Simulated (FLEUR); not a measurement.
# TePb (Fm-3m) in FLEUR: further runs

Runs on TePb. Level: LDA (von Barth-Hedin). Tasks: band structure, equation of state.

Program: FLEUR MaX-R8.1 (later development tree). These are calculated values, not measurements. Logs are shortened: lines on timing, memory, paths and dates and some standing lists are left out, and cuts for length are marked.

**The experiment to reproduce.**

From a printed reference work, monograph, for a bulk crystal of TePb at 4.2 K: band gap 0.19 eV (direct).

The results are compared with them further down.

### 1 Starting point

Symmetry: Fm-3m, No. 225, cubic system. Conventional cell: a = 6.462 Å, b = 6.462 Å, c = 6.462 Å, α = 90.00°, β = 90.00°, γ = 90.00°. Pb (site symmetry m-3m) is surrounded by 6 Te at 3.23 Å. Te (site symmetry m-3m) is surrounded by 6 Pb at 3.23 Å.

### 2 Band structure, LDA (von Barth-Hedin)

File inp.xml:

```xml
<?xml version="1.0" encoding="UTF-8" standalone="no"?>
<fleurInput fleurInputVersion="0.39">
   <comment>
      TePb                                                                                                
   </comment>
   <calculationSetup>
      <cutoffs Kmax="4.1" Gmax="12.7" GmaxXC="12.7" numbands="0"/>
      <scfLoop itmax="60" minDistance="0.00001" maxIterBroyd="15" imix="Anderson" alpha="0.05" precondParam="0.0" spinf="2.0" sdNocoIR="T"/>
      <coreElectrons ctail="T" frcor="F" kcrel="0" coretail_lmax="0"/>
      <xcFunctional name="bh" relativisticCorrections="F"/>
      <magnetism jspins="1"/>
      <soc l_soc="F" theta="0.0" phi="0.0" spav="F"/>
      <expertModes spex="0" secvar="F"/>
      <geometryOptimization l_f="F" forcealpha="1.0" forcemix="BFGS" epsdisp="0.00001" epsforce="0.00001"/>
      <ldaU l_linMix="F" mixParam="0.05" spinf="1.0"/>
   </calculationSetup>
   <cell>
      <bzIntegration valenceElectrons="42.0" mode="hist" fermiSmearingEnergy="0.00183747">
         <kPointListSelection listName="default-1"/>
         <!-- k-points included here -->
         <xi:include xmlns:xi="http://www.w3.org/2001/XInclude" href="kpts.xml"> </xi:include>
      </bzIntegration>
      <!-- symmetry operations included here -->
      <xi:include xmlns:xi="http://www.w3.org/2001/XInclude" href="sym.xml"> </xi:include>
      <bulkLattice scale="1.0">
         <bravaisMatrix>
[... 31 lines left out ...]
         </electronConfig>
         <energyParameters s="5" p="5" d="5" f="4"/>
         <lo type="SCLO" l="1" n="4" eDeriv="0"/>
         <lo type="SCLO" l="1" n="4" eDeriv="1"/>
         <lo type="SCLO" l="2" n="4" eDeriv="0"/>
         <lo type="SCLO" l="2" n="4" eDeriv="1"/>
         <lo type="SCLO" l="0" n="5" eDeriv="2"/>
         <lo type="SCLO" l="3" n="4" eDeriv="2"/>
      </species>
   </atomSpecies>
   <atomGroups>
      <atomGroup species="Lead (Pb)">
         <relPos label="                   1">.0000000000 .0000000000 .0000000000</relPos>
         <force calculate="T" relaxXYZ="TTT"/>
      </atomGroup>
      <atomGroup species="Tellurium (Te)">
         <relPos label="                   2">1.000/2.000 1.000/2.000 1.000/2.000</relPos>
         <force calculate="T" relaxXYZ="TTT"/>
      </atomGroup>
   </atomGroups>
   <output dos="F" band="F" slice="F">
      <checks vchk="F" cdinf="F"/>
      <bandDOS minEnergy="-.5*Htr" maxEnergy="0.5*Htr" sigma="0.015" storeEVData="T"/>
      <vacuumDOS vacdos="F" integ="F" star="F" nstars="0" locx1="0.0" locy1="0.0" locx2="0.0" locy2="0.0" nstm="0" tworkf="0.0"/>
      <unfoldingBand unfoldBand="F" supercellX="1" supercellY="1" supercellZ="1"/>
      <plotting iplot="0" polar="F">
         <plot TwoD="T" vec1="  1.0  0.0  0.0" vec2="  0.0  1.0  0.0" vec3="  0.0  0.0  1.0" zero="  0.0  0.0  0.0" file="plot"/>
      </plotting>
      <chargeDensitySlicing numkpt="0" minEigenval="0.0" maxEigenval="0.0" nnne="0" pallst="F"/>
      <specialOutput eonly="F"/>
      <moessbauerParams electricFieldGradient="T" isomerShift="T" coreHyperfine="T" valenceHyperfine="T"/>
      <magneticCircularDichroism mcd="F" energyLo="-10.0" energyUp="0.0"/>
   </output>
  <!-- We include the file relax.xml here to enable relaxations (see documentation) -->
  <xi:include xmlns:xi="http://www.w3.org/2001/XInclude" href="relax.xml"> <xi:fallback/> </xi:include>
</fleurInput>
```

File crystal.txt:

```
TePb
&input cartesian=F /
0.0000000000  3.2310000000  3.2310000000
3.2310000000  0.0000000000  3.2310000000
3.2310000000  3.2310000000  0.0000000000
1.8897261246
1.0 1.0 1.0

2
82 0.0000000000  0.0000000000  0.0000000000
52 0.5000000000  0.5000000000  0.5000000000

&kpt div1=7 div2=7 div3=7 gamma=T /
```

File inp.xml (bands):

```
<?xml version="1.0" encoding="UTF-8" standalone="no"?>
<fleurInput fleurInputVersion="0.39">
   <comment>
      TePb                                                                                                
   </comment>
   <calculationSetup>
      <cutoffs Kmax="4.1" Gmax="12.7" GmaxXC="12.7" numbands="0"/>
      <scfLoop itmax="60" minDistance="0.00001" maxIterBroyd="15" imix="Anderson" alpha="0.05" precondParam="0.0" spinf="2.0" sdNocoIR="T"/>
      <coreElectrons ctail="T" frcor="F" kcrel="0" coretail_lmax="0"/>
      <xcFunctional name="bh" relativisticCorrections="F"/>
      <magnetism jspins="1"/>
      <soc l_soc="F" theta="0.0" phi="0.0" spav="F"/>
      <expertModes spex="0" secvar="F"/>
      <geometryOptimization l_f="F" forcealpha="1.0" forcemix="BFGS" epsdisp="0.00001" epsforce="0.00001"/>
      <ldaU l_linMix="F" mixParam="0.05" spinf="1.0"/>
   </calculationSetup>
   <cell>
      <bzIntegration valenceElectrons="42.0" mode="hist" fermiSmearingEnergy="0.00183747">
         <kPointListSelection listName="path-1"/>
         <!-- k-points included here -->
         <xi:include xmlns:xi="http://www.w3.org/2001/XInclude" href="kpts.xml"> </xi:include>
      </bzIntegration>
      <!-- symmetry operations included here -->
      <xi:include xmlns:xi="http://www.w3.org/2001/XInclude" href="sym.xml"> </xi:include>
      <bulkLattice scale="1.0">
[... 32 lines left out ...]
         </electronConfig>
         <energyParameters s="5" p="5" d="5" f="4"/>
         <lo type="SCLO" l="1" n="4" eDeriv="0"/>
         <lo type="SCLO" l="1" n="4" eDeriv="1"/>
         <lo type="SCLO" l="2" n="4" eDeriv="0"/>
         <lo type="SCLO" l="2" n="4" eDeriv="1"/>
         <lo type="SCLO" l="0" n="5" eDeriv="2"/>
         <lo type="SCLO" l="3" n="4" eDeriv="2"/>
      </species>
   </atomSpecies>
   <atomGroups>
      <atomGroup species="Lead (Pb)">
         <relPos label="                   1">.0000000000 .0000000000 .0000000000</relPos>
         <force calculate="T" relaxXYZ="TTT"/>
      </atomGroup>
      <atomGroup species="Tellurium (Te)">
         <relPos label="                   2">1.000/2.000 1.000/2.000 1.000/2.000</relPos>
         <force calculate="T" relaxXYZ="TTT"/>
      </atomGroup>
   </atomGroups>
   <output dos="F" band="T" slice="F">
      <checks vchk="F" cdinf="F"/>
      <bandDOS minEnergy="-.5*Htr" maxEnergy="0.5*Htr" sigma="0.015" storeEVData="T"/>
      <vacuumDOS vacdos="F" integ="F" star="F" nstars="0" locx1="0.0" locy1="0.0" locx2="0.0" locy2="0.0" nstm="0" tworkf="0.0"/>
      <unfoldingBand unfoldBand="F" supercellX="1" supercellY="1" supercellZ="1"/>
      <plotting iplot="0" polar="F">
         <plot TwoD="T" vec1="  1.0  0.0  0.0" vec2="  0.0  1.0  0.0" vec3="  0.0  0.0  1.0" zero="  0.0  0.0  0.0" file="plot"/>
      </plotting>
      <chargeDensitySlicing numkpt="0" minEigenval="0.0" maxEigenval="0.0" nnne="0" pallst="F"/>
      <specialOutput eonly="F"/>
      <moessbauerParams electricFieldGradient="T" isomerShift="T" coreHyperfine="T" valenceHyperfine="T"/>
      <magneticCircularDichroism mcd="F" energyLo="-10.0" energyUp="0.0"/>
   </output>
  <!-- We include the file relax.xml here to enable relaxations (see documentation) -->
  <xi:include xmlns:xi="http://www.w3.org/2001/XInclude" href="relax.xml"> <xi:fallback/> </xi:include>
</fleurInput>
```

Potentials or basis: all-electron, FLAPW.

Launch:

```console
> inpgen -f crystal.txt -profile fastHighL
> # inp.xml edited to the form shown
> fleur_MPI
> fleur_MPI   # second run, on inp.xml (bands)
```

The program printed:

```text
Welcome to FLEUR        (www.flapw.de)
      MaX-Release 8.1          (www.max-centre.eu)

 ========== k-point set info ==========
 Selected k-point list: default-1
 k-point list type: mesh
 7 x 7 x 7
 Number of k points: 20

 ------------Calculation Setup---------------------------
 Number of MPI-tasks      :            1
 Number of PE/node        :            1
 Number of OMP-threads    :            1
 Most efficient MPI parallelization for:
           1           2           4           5          10          20
 Additional eigenvalue parallelization possible
 Number of basis functions:          625
 Approximate size of matrices (H+S) per k-point:         0.006 GB
 --------------------------------------------------------
 Iteration:     1   Distance:       8.48821014 me/bohr^3
 Iteration:     2   Distance:       7.95051560 me/bohr^3
 Iteration:     3   Distance:       3.30133347 me/bohr^3
 Iteration:     4   Distance:       1.00803627 me/bohr^3
 Iteration:     5   Distance:       0.68649699 me/bohr^3
 Iteration:     6   Distance:       0.06129302 me/bohr^3
 Iteration:     7   Distance:       0.05510535 me/bohr^3
 Iteration:     8   Distance:       0.01626955 me/bohr^3
 Iteration:     9   Distance:       0.00410854 me/bohr^3
 Iteration:    10   Distance:       0.00383139 me/bohr^3
 Iteration:    11   Distance:       0.00038682 me/bohr^3
 Iteration:    12   Distance:       0.00008526 me/bohr^3
 Iteration:    13   Distance:       0.00007766 me/bohr^3
 Iteration:    14   Distance:       0.00000932 me/bohr^3

 ********************************************************************
 Run finished successfully
 Stop message:
   all done
 ********************************************************************
```

output (bands):

```text
Welcome to FLEUR        (www.flapw.de)
      MaX-Release 8.1          (www.max-centre.eu)

 ========== k-point set info ==========
 Selected k-point list: path-1
 k-point list type: path
 Number of k points: 60

 ------------Calculation Setup---------------------------
 Number of MPI-tasks      :            1
 Number of PE/node        :            1
 Number of OMP-threads    :            1
 Most efficient MPI parallelization for:
           1           2           3           4           5           6          10          12          15          20          30          60
 Additional eigenvalue parallelization possible
 Number of basis functions:          628
 Approximate size of matrices (H+S) per k-point:         0.006 GB
 --------------------------------------------------------
 Fermi energy correction for insulators:
 No automatic correction of the Fermi energy has been performed.

 Note: Band structure data (together with different weights) is also stored in the banddos.hdf file.
       A convenient way of extracting and plotting the data from that file is by making use of the

 ********************************************************************
 Run finished successfully
 Stop message:
   Charge density postprocessing done.
 ********************************************************************
```

out.xml (last iteration):

```text
<iteration numberForCurrentRun="   14" overallNumber="   14">
         <energyParameters units="Htr">
            <atomicEP atomType="1" spin="1" branch="6s" branchLowest="-4.93" branchHighest="0.50" value="-0.1233058614"/>
            <atomicEP atomType="1" spin="1" branch="6p" branchLowest="-2.78" branchHighest="1.34" value="0.1602336284"/>
            <atomicEP atomType="1" spin="1" branch="5d" branchLowest="-14.37" branchHighest="-0.35" value="-0.3822207493"/>
            <atomicEP atomType="1" spin="1" branch="5f" branchLowest="-4.53" branchHighest="1.80" value="0.4999008288"/>
            <loAtomicEP atomType="1" spin="1" branch="5p" branchLowest="-23.27" branchHighest="-2.78" value="-2.8519807754"/>
            <loAtomicEP atomType="1" spin="1" branch="5p" branchLowest="-23.27" branchHighest="-2.78" value="-2.8519807754"/>
            <loAtomicEP atomType="1" spin="1" branch="6s" branchLowest="-4.93" branchHighest="0.50" value="-0.1233058614"/>
            <loAtomicEP atomType="1" spin="1" branch="5d" branchLowest="-14.37" branchHighest="-0.35" value="-0.4139560703"/>
            <loAtomicEP atomType="1" spin="1" branch="5f" branchLowest="-4.53" branchHighest="1.80" value="0.4998880683"/>
            <atomicEP atomType="2" spin="1" branch="5s" branchLowest="-5.62" branchHighest="0.26" value="-0.2020988947"/>
            <atomicEP atomType="2" spin="1" branch="5p" branchLowest="-3.79" branchHighest="0.89" value="0.1020717208"/>
            <atomicEP atomType="2" spin="1" branch="5d" branchLowest="-1.12" branchHighest="1.99" value="0.3522031695"/>
            <atomicEP atomType="2" spin="1" branch="4f" branchLowest="-9.99" branchHighest="1.50" value="0.5104355776"/>
            <loAtomicEP atomType="2" spin="1" branch="4p" branchLowest="-29.09" branchHighest="-3.79" value="-3.8036005835"/>
            <loAtomicEP atomType="2" spin="1" branch="4p" branchLowest="-29.09" branchHighest="-3.79" value="-3.8036005835"/>
            <loAtomicEP atomType="2" spin="1" branch="4d" branchLowest="-20.17" branchHighest="-1.12" value="-1.1283355472"/>
            <loAtomicEP atomType="2" spin="1" branch="4d" branchLowest="-20.17" branchHighest="-1.12" value="-1.1283355472"/>
            <loAtomicEP atomType="2" spin="1" branch="5s" branchLowest="-5.62" branchHighest="0.26" value="-0.2020988947"/>
            <loAtomicEP atomType="2" spin="1" branch="4f" branchLowest="-9.99" branchHighest="1.50" value="0.5104356644"/>
         </energyParameters>
         <eigenvalues>
            <eigenvaluesAt spin="1" ikpt="1" k_x="0.00000000" k_y="0.00000000" k_z="0.00000000">
                      -3.7918773982       -3.7918773982       -3.7918773982       -2.7861786039       -2.7861786039
                      -2.7861786039       -1.1316305608       -1.1316305608       -1.1313899803       -1.1313899803
                      -1.1313899803       -0.4178406639       -0.4178406639       -0.4173569399       -0.4173569399
                      -0.4173569399       -0.2508096922       -0.0181825542        0.1441475012        0.1441475012
[... 85 lines left out ...]
               <shell n="4" l="0" isomerShift="22636.72733"/>
               <shell n="3" l="2" isomerShift="0.00327"/>
               <shell n="4" l="1" isomerShift="1995.61859"/>
               <shell n="4" l="2" isomerShift="0.00091"/>
               <shell n="4" l="3" isomerShift="0.00000"/>
               <shell n="5" l="0" isomerShift="4882.69119"/>
            </coreIsomerShift>
            <coreIsomerShift atomType="2" isTotal="231266.02363">
               <shell n="1" l="0" isomerShift="200864.84285"/>
               <shell n="2" l="0" isomerShift="23911.40396"/>
               <shell n="2" l="1" isomerShift="630.30129"/>
               <shell n="3" l="0" isomerShift="4721.36260"/>
               <shell n="3" l="1" isomerShift="135.08255"/>
               <shell n="4" l="0" isomerShift="1003.03036"/>
               <shell n="3" l="2" isomerShift="0.00003"/>
            </coreIsomerShift>
            <isomerShift atomType="1" nucleusRadius="0.0001398" averageDensity="2979793.13178"/>
            <isomerShift atomType="2" nucleusRadius="0.0001189" averageDensity="231386.77023"/>
            <electricFieldGradient atomType="1" VXX="0.00000" VYY="0.00000" VZZ="0.00000" asymParam="0.00000">
            </electricFieldGradient>
            <electricFieldGradient atomType="2" VXX="0.00000" VYY="0.00000" VZZ="0.00000" asymParam="0.00000">
            </electricFieldGradient>
         </moessbauerParams>
         <totalEnergy                                    value="   -27710.3979493074" units="Htr">
            <sumOfEigenvalues                            value="   -17064.5231409504">
               <coreElectrons value="-17009.6938123810"/>
               <valenceElectrons value="-54.8293285695"/>
            </sumOfEigenvalues>
            <densityCoulombPotentialIntegral value="-47857.6324461881"/>
            <densityEffectivePotentialIntegral value="-48588.8705131161"/>
            <chargeDenXCDenIntegral value="-551.5371823697"/>
            <FockExchangeEnergyValence value="0.0000000000"/>
            <FockExchangeEnergyCore value="0.0000000000"/>
            <atomTypeDependentContributions atomType="1">
               <electronNucleiInteractionDifferentMTs value="26453.6235511543"/>
               <MadelungTerm value="-39.3847364159"/>
            </atomTypeDependentContributions>
            <atomTypeDependentContributions atomType="2">
               <electronNucleiInteractionDifferentMTs value="8237.3671207690"/>
               <MadelungTerm value="-24.0165076702"/>
            </atomTypeDependentContributions>
            <tkbTimesEntropy value="0.0000000000"/>
            <freeEnergy value="-27710.3979493074"/>
            <extrapolationTo0K value="-27710.3979493074"/>
         </totalEnergy>
         <densityConvergence units="me/bohr^3">
            <chargeDensity spin="1" distance="0.0000093192"/>
         </densityConvergence>
      </iteration>
```

Run time: 49 s. Hardware: 1 thread of Arm Neoverse V1, shared host; peak memory 0.06 GiB.

Results:

* Free energy: -754038.3416 eV
* Band gap along the path: 0.66 eV, direct
* Valence electrons inside the program's atomic spheres: Pb 17.95; Te 20.15 (radii Pb 2.66, Te 2.66 bohr)

Levels at the corners of the path, in eV from the Fermi level:
| point | band 17 | band 18 | band 19 | band 20 | band 21 | band 22 | band 23 | band 24 | band 25 | band 26 |
| --- | --- | --- | --- | --- | --- | --- | --- | --- | --- | --- |
| Γ | -11.95 | -5.62 | -1.21 | -1.21 | -1.21 | 4.13 | 4.13 | 4.13 | 5.99 | 5.99 |
| X | -10.28 | -7.28 | -4.37 | -2.66 | -2.66 | 3.44 | 5.52 | 5.52 | 6.73 | 10.50 |
| W | -10.13 | -7.95 | -3.65 | -3.65 | -0.22 | 1.73 | 5.33 | 5.33 | 6.93 | 6.93 |
| K | -10.19 | -7.93 | -3.98 | -2.16 | -1.96 | 3.65 | 3.86 | 5.25 | 6.00 | 8.98 |
| Γ | -11.95 | -5.62 | -1.21 | -1.21 | -1.21 | 4.13 | 4.13 | 4.13 | 5.99 | 5.99 |
| L | -10.53 | -8.54 | -0.73 | -0.73 | 0.11 | 0.77 | 1.35 | 1.35 | 8.45 | 9.39 |
| U | -10.19 | -7.93 | -3.98 | -2.16 | -1.96 | 3.65 | 3.86 | 5.25 | 6.00 | 8.98 |
| W | -10.13 | -7.95 | -3.65 | -3.65 | -0.22 | 1.73 | 5.33 | 5.33 | 6.93 | 6.93 |
| L | -10.53 | -8.54 | -0.73 | -0.73 | 0.11 | 0.77 | 1.35 | 1.35 | 8.45 | 9.39 |
| K | -10.19 | -7.93 | -3.98 | -2.16 | -1.96 | 3.65 | 3.86 | 5.25 | 6.00 | 8.98 |
| U | -10.19 | -7.93 | -3.98 | -2.16 | -1.96 | 3.65 | 3.86 | 5.25 | 6.00 | 8.98 |
| X | -10.28 | -7.28 | -4.37 | -2.66 | -2.66 | 3.44 | 5.52 | 5.52 | 6.73 | 10.50 |

Core levels (eV from the Fermi level):
```
atom                                                                                                                                                                                                                                                     levels
1 Pb  1s1/2 -87909.2, 2s1/2 -15707.8, 2p1/2 -15087.4, 2p3/2 -12899.7, 3s1/2 -3766.5, 3p1/2 -3486.2, 3p3/2 -2998.2, 4s1/2 -848.5, 3d3/2 -2536.4, 3d5/2 -2432.5, 4p1/2 -727.3, 4p3/2 -607.6, 4d3/2 -409.9, 4d5/2 -387.5, 4f5/2 -131.2, 4f7/2 -126.2, 5s1/2 -139.4
2 Te                                                                                                            1s1/2 -31565.8, 2s1/2 -4835.3, 2p1/2 -4532.4, 2p3/2 -4258.2, 3s1/2 -957.2, 3p1/2 -832.4, 3p3/2 -781.4, 4s1/2 -158.1, 3d3/2 -560.4, 3d5/2 -549.7
```

Caveat: this odd mesh misses L, where the gap lies, so gap, dielectric constants and Born charges aren't listed; spin-orbit coupling is left out, which moves the levels of the heavy elements.

[end of part 1 of 2]
